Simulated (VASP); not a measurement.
Crystal: ZnGa2O4.

```
Zn Ga O
1.0
     0.00000    4.17119    4.17119
     4.17119    0.00000    4.17119
     4.17119    4.17119    0.00000
Zn Ga O
2 4 8
Direct
  0.50000 0.50000 0.50000
  0.75000 0.75000 0.75000
  0.12500 0.12500 0.62500
  0.12500 0.62500 0.12500
  0.62500 0.12500 0.12500
  0.12500 0.12500 0.12500
  0.88651 0.34048 0.88651
  0.36349 0.36349 0.90952
  0.36349 0.36349 0.36349
  0.90952 0.36349 0.36349
  0.88651 0.88651 0.88651
  0.34048 0.88651 0.88651
  0.36349 0.90952 0.36349
  0.88651 0.88651 0.34048
```

The cell is a database's computed one.

```yaml
Program: VASP 6.6.1
Task: relaxation of cell and atoms
Functional: LDA
Potentials_or_basis: VASP PAW LDA potentials, release 64 (Zn, Ga_d, O)
Cutoff: 600 eV
k_mesh: 6 × 6 × 6
Occupations: gaussian, width 0.03 eV
Spin: no spin polarisation
```

At the start: pressure -5.3 GPa; volume 10.37 Å³/atom.

**Question.** How do energy, volume and symmetry change on relaxing?

**Answer.** Over 6 steps the energy falls by 4.9 meV/atom and the volume is 10.08 Å³/atom (-2.8 %); space group Fd-3m (No. 227, to 0.05 Å).

The path:
| step | energy change (eV) | largest force (eV/Å) | pressure (GPa) | volume (Å³) |
| --- | --- | --- | --- | --- |
| 1 | 0.0000 | 0.0254 | -5.34 | 145.15 |
| 2 | -0.0131 | 0.2633 | 5.29 | 138.00 |
| 3 | -0.0655 | 0.1477 | -0.05 | 141.31 |
| 4 | -0.0655 | 0.1503 | 0.10 | 141.24 |
| 5 | -0.0683 | 0.0380 | 0.13 | 141.04 |
| 6 | -0.0686 | 0.0037 | 0.05 | 141.08 |

Final structure:
```yaml
crystal:
  lattice:
    - [0.00000, 4.13189, 4.13189]
    - [4.13189, 0.00000, 4.13189]
    - [4.13189, 4.13189, 0.00000]
  atoms:
    - { symbol: Zn, position: [0.50000, 0.50000, 0.50000] }
    - { symbol: Zn, position: [0.75000, 0.75000, 0.75000] }
    - { symbol: Ga, position: [0.12500, 0.12500, 0.62500] }
    - { symbol: Ga, position: [0.12500, 0.62500, 0.12500] }
    - { symbol: Ga, position: [0.62500, 0.12500, 0.12500] }
    - { symbol: Ga, position: [0.12500, 0.12500, 0.12500] }
    - { symbol: O, position: [0.88609, 0.34171, 0.88609] }
    - { symbol: O, position: [0.36390, 0.36390, 0.90829] }
    - { symbol: O, position: [0.36390, 0.36390, 0.36390] }
    - { symbol: O, position: [0.90829, 0.36390, 0.36390] }
    - { symbol: O, position: [0.88609, 0.88609, 0.88609] }
    - { symbol: O, position: [0.34171, 0.88609, 0.88609] }
    - { symbol: O, position: [0.36390, 0.90829, 0.36390] }
    - { symbol: O, position: [0.88609, 0.88609, 0.34171] }
```
